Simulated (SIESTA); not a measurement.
Here is a SIESTA 5.4.2 calculation.

Contents of C.fdf:

```
SystemName                      Diamond
SystemLabel                     C
NumberOfSpecies                 1
NumberOfAtoms                   2
%block ChemicalSpeciesLabel
  1   6 C
%endblock ChemicalSpeciesLabel

LatticeConstant                 1.0 Ang
%block LatticeVectors
     0.0000000000     1.7833700000     1.7833700000
     1.7833700000     0.0000000000     1.7833700000
     1.7833700000     1.7833700000     0.0000000000
%endblock LatticeVectors
AtomicCoordinatesFormat         Fractional
%block AtomicCoordinatesAndAtomicSpecies
     0.7500000000     0.7500000000     0.7500000000  1  C
     0.5000000000     0.5000000000     0.5000000000  1  C
%endblock AtomicCoordinatesAndAtomicSpecies

%block kgrid.MonkhorstPack
   13   0   0  0.0
    0  13   0  0.0
    0   0  13  0.0
%endblock kgrid.MonkhorstPack
XC.Functional                   GGA
XC.Authors                      PBEsol
PAO.BasisSize                   DZP
PAO.EnergyShift                 0.003 Ry
Mesh.Cutoff                     500 Ry
OccupationFunction              FD
ElectronicTemperature           0.05 eV
MaxSCFIterations                120
SCF.MustConverge                false
SCF.Mixer.Method                Pulay
SCF.Mixer.Weight                0.25
SCF.Mixer.History               8
SCF.DM.Tolerance                5.0e-05
SCF.H.Tolerance                 1.0e-03 eV
WriteForces                     true
Charge.Mulliken                 end
MD.TypeOfRun                    CG
MD.Steps                        40
MD.MaxForceTol                  0.02 eV/Ang
MD.MaxDispl                     0.1 Ang
WriteCoorStep                   true
AtomCoorFormatOut               Fractional
MD.VariableCell                 true
MD.MaxStressTol                 0.1 GPa
```

Potentials or basis: PseudoDojo 0.4 standard (PBEsol files), DZP (energy shift 0.003 Ry).

The run is started by

```bash
$ siesta C.fdf > C.out 2>&1
```

(1) What does it give for the relaxed cell?

(2) What does it give for the band gap on the k mesh?

(3) What does it give for the space group after relaxing (to 0.05 Å)?

## Answers

(1) a = 2.532 Å, b = 2.532 Å, c = 2.532 Å, α = 60.00°, β = 60.00°, γ = 60.00°.

(2) 4.12 eV, indirect (least direct gap 5.60 eV).

(3) Fd-3m (No. 227).

Caveat: an odd mesh through Γ misses points on the zone boundary, where band edges often lie; the basis of atomic orbitals isn't converged, which shifts pressures, moduli and gaps.
